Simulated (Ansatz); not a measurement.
NiO:

```
Ni O
1.0
     0.00000    2.08590    2.08590
     2.08590    0.00000    2.08590
     2.08590    2.08590    0.00000
Ni O
1 1
Direct
  0.00000 0.00000 0.00000
  0.50000 0.50000 0.50000
```

Base run:

- Program: Ansatz 0.2.0
- Functional: BLYP
- Potentials or basis: Ansatz PAW
- Cutoff: 420 eV (not typed: the program's choice for these potentials)
- k mesh: 11 × 11 × 11
- Occupations: fermi-dirac, width 0.05 eV
- Spin: collinear spin, ferromagnetic start
- Starting moments: [1.0, 0.0] μB

Its results: band gap on the k mesh none (metal or under the smearing width); pressure 13.6 GPa; net moment 1.67 μB per cell; site moments Ni +1.35; O +0.27 μB.

Question: The run is repeated on the same cell with these changes: functional from BLYP to revPBE. What comes out?

Answer: Band gap on the k mesh none (metal or under the smearing width); pressure 11.2 GPa; net moment 1.80 μB per cell; site moments Ni +1.46; O +0.29 μB.

Caveats: a cell with one magnetic atom can't hold antiferromagnetic order, which such compounds often take; semilocal functionals often make such compounds metallic where correlation or magnetic order opens a gap, which also shifts bond lengths; the PAW data sets come from PBE, with cores solved anew for the run's functional, which leaves a small shift of forces and pressure.
